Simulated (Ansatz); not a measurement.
Structure: PbF2 (started from an entry of an open crystallographic database), at its r2SCAN+rVV10 minimum. It is cubic, Fm-3m (No. 225); conventional cell a = 5.892 Å, 17.04 Å³ an atom. Pb has 8 F at 2.55 Å; F has 4 Pb at 2.55 Å.

```xyz
3
Lattice="0.0000 2.9458 2.9458 2.9458 0.0000 2.9458 2.9458 2.9458 0.0000" Properties=species:S:1:pos:R:3 pbc="T T T"
Pb    0.0000    0.0000    0.0000
F     1.4729    1.4729    1.4729
F     4.4187    4.4187    4.4187
```

5 runs of Ansatz on this cell differ in the functional (and in the settings that go with it). Levels are in eV from each run's valence top; v1 is the last filled band, c1 the first empty one.

Run A, mean stress -3.3 GPa (compression positive):
```tsv
point	v5	v3	v1	c1	c2	c3
Γ	-2.59	-2.08	-2.08	6.62	6.62	6.62
X	-3.75	-1.63	-0.16	4.26	7.83	7.83
U	-3.50	-1.79	-0.04	5.19	6.54	7.82
L	-2.82	-2.25	-0.03	4.85	7.58	7.58
```

Run B, mean stress +2.2 GPa (compression positive):
```tsv
point	v5	v3	v1	c1	c2	c3
Γ	-3.33	-2.79	-2.79	8.94	8.94	8.94
X	-4.46	-2.33	-0.14	6.44	10.22	10.22
U	-4.21	-2.50	-0.04	7.39	8.82	10.20
L	-3.53	-2.97	-0.14	6.99	9.95	9.95
```

Run C, mean stress +1.2 GPa (compression positive):
```tsv
point	v5	v3	v1	c1	c2	c3
Γ	-2.80	-2.28	-2.28	7.32	7.32	7.32
X	-3.88	-1.86	-0.14	4.92	8.51	8.51
U	-3.64	-2.01	-0.04	5.84	7.11	8.51
L	-2.99	-2.46	-0.08	5.36	8.29	8.29
```

Run D, mean stress +1.9 GPa (compression positive):
```tsv
point	v5	v3	v1	c1	c2	c3
Γ	-3.48	-2.94	-2.94	9.36	9.36	9.36
X	-4.61	-2.47	-0.13	6.83	10.65	10.65
U	-4.36	-2.64	-0.04	7.79	9.23	10.64
L	-3.68	-3.12	-0.16	7.38	10.39	10.39
```

Run E, mean stress +0.9 GPa (compression positive):
```tsv
point	v5	v3	v1	c1	c2	c3
Γ	-3.05	-2.53	-2.53	8.11	8.11	8.11
X	-4.14	-2.09	-0.14	5.67	9.34	9.34
U	-3.90	-2.25	-0.04	6.60	7.90	9.35
L	-3.24	-2.71	-0.11	6.10	9.12	9.12
```

Problem. Match the runs to LDA, r2SCAN, r2SCANh, DDH-PBE0, PBE0.

Solution. A is LDA, B is PBE0, C is r2SCAN, D is DDH-PBE0, E is r2SCANh. In order of the gap: LDA 4.26, r2SCAN 4.92, r2SCANh 5.67, PBE0 6.44, DDH-PBE0 6.83 eV.

(Simulation; spin polarisation is off.)

Spin-orbit coupling is left out; in compounds of Pb, Bi, Tl or Hg it can lower a gap by up to about 1 eV, split its edges or invert the bands.

The program warns that its thresholds are loose for a hybrid's stress.

The meshes of the hybrids are coarse, so their gaps aren't converged to the digits shown.
